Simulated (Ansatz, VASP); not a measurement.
## SnO2 in VASP and in Ansatz

INCAR

```
PREC = Accurate
ENCUT = 520
EDIFF = 1E-6
ISMEAR = 0
SIGMA = 0.01
LREAL = False
LASPH = True
NELM = 80
ALGO = Normal
ISIF = 2
LWAVE = False
LCHARG = False
GGA = PS
NBANDS = 35
```

File KPOINTS:

```
Automatic mesh
0
Gamma
  6 6 2
```

File POSCAR:

```
SnO2
1.0
    3.2305800000      0.0000000000      0.0000000000
   -1.6152900000      2.7977600000      0.0000000000
    0.0000000000      0.0000000000     10.7905600000
Sn O
2 4
Direct
    0.0000000000      0.0000000000      0.5000000000
    0.0000000000      0.0000000000      0.0000000000
    0.6666666667      0.3333333333      0.4058600000
    0.6666666667      0.3333333333      0.0941400000
    0.3333333333      0.6666666667      0.5941400000
    0.3333333333      0.6666666667      0.9058600000
```

Input for Ansatz:

```yaml
crystal:
  lattice:
    - [3.23058, 0.0, 0.0]
    - [-1.61529, 2.79776, 0.0]
    - [0.0, 0.0, 10.79056]
  atoms:
    - { symbol: Sn, position: [0.0, 0.0, 0.5] }
    - { symbol: Sn, position: [0.0, 0.0, 0.0] }
    - { symbol: O, position: [0.6666666666666666, 0.3333333333333333, 0.40586] }
    - { symbol: O, position: [0.6666666666666666, 0.3333333333333333, 0.09413999999999999] }
    - { symbol: O, position: [0.3333333333333333, 0.6666666666666666, 0.59414] }
    - { symbol: O, position: [0.3333333333333333, 0.6666666666666666, 0.9058599999999999] }
kpoints:
  mp_grid:
    grid: [6, 6, 2]
hamiltonian:
  xc: pbesol
  pseudopotentials:
    kind: paw
scf:
  occupations:
    method: fixed
output:
  eigenvalues: true
```

Measurements of this composition are mostly on another form, of space group No. 136.

Alike in both runs: task single point; functional PBEsol; k mesh 6 × 6 × 2; no spin polarisation.

```csv
,VASP,Ansatz
version,VASP 6.6.1,Ansatz 0.2.0
potentials or method,"VASP PAW PBE potentials, release 64 (Sn_d, O)","plane waves, PAW"
plane-wave cutoff (eV),520,420
occupations,"gaussian, width 0.01 eV",fixed
valence electrons in the cell,52,52
```

```tsv
	VASP	Ansatz	Ansatz less VASP
gap on the k mesh at the Fermi level (eV)	2.07	2.09	+0.022
```

Caveats: spin-orbit coupling is left out, which moves the levels of the heavy elements. A k mesh can miss the band edges.
